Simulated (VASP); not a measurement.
Write the native input for VASP 6.6.1 that does the following.

| Item | Value |
| --- | --- |
| Task | relaxation of cell and atoms |
| Functional | r2SCAN |
| Potentials or basis | VASP PAW PBE potentials, release 64 (Sn_d, Se) |
| Cutoff | 600 eV |
| k mesh | 8 × 8 × 8 |
| Occupations | gaussian, width 0.03 eV |
| Spin | no spin polarisation |
| Further INCAR settings | ALGO = Normal; EDIFF = 1e-06; IBRION = 2; EDIFFG = -0.01; NSW = 90; ISIF = 3 |

The structure of SnSe lies in POSCAR:

```
SnSe
1.0
    3.1821000000      0.0000000000      0.0000000000
    0.0000000000      3.1821000000      0.0000000000
    0.0000000000      0.0000000000      3.1821000000
Sn Se
1 1
Direct
    0.5000000000      0.5000000000      0.5000000000
    0.0000000000      0.0000000000      0.0000000000
```

Measurements of this composition are mostly on another form, of space group No. 62.

One way to write it, as run:

INCAR

```
ALGO = Normal
EDIFF = 1E-6
EDIFFG = -0.01
ENCUT = 600
IBRION = 2
ISIF = 3
ISMEAR = 0
LASPH = True
LCHARG = False
LMIXTAU = True
LREAL = False
LWAVE = False
METAGGA = R2SCAN
NELM = 80
NSW = 90
PREC = Accurate
SIGMA = 0.03
```

KPOINTS

```
k-points
0
Gamma
  8 8 8
```

Potentials or basis: VASP PAW PBE potentials, release 64 (Sn_d, Se).

Launch:

```console
$ cat potpaw_PBE.64/Sn_d/POTCAR potpaw_PBE.64/Se/POTCAR > POTCAR
$ mpirun -np 1 vasp_std > vasp.out
```

Results of the run:

| Item | Value |
| --- | --- |
| Relaxed volume | 24.70 Å³/atom |
| Relaxed cell | a = 3.669 Å, b = 3.669 Å, c = 3.669 Å, α = 90.00°, β = 90.00°, γ = 90.00° |
| Space group after relaxing (to 0.05 Å) | Pm-3m (No. 221) |
| Energy gained by relaxing | 1031.1 meV/atom |
| Ionic steps | 5 |
| Pressure after relaxing | 0.0 GPa |
| Band gap on the k mesh | none (metal or under the smearing width) |

Caveat: the volume moved by over 15 % at a fixed basis, so the end points are rough; the PAW data sets were made with another functional, which shifts forces and pressure a little.

It took 3.8 min on 1 thread of Intel(R) Xeon(R) Platinum 8488C (Sapphire Rapids), with other jobs on the host, peak memory 0.18 GiB.
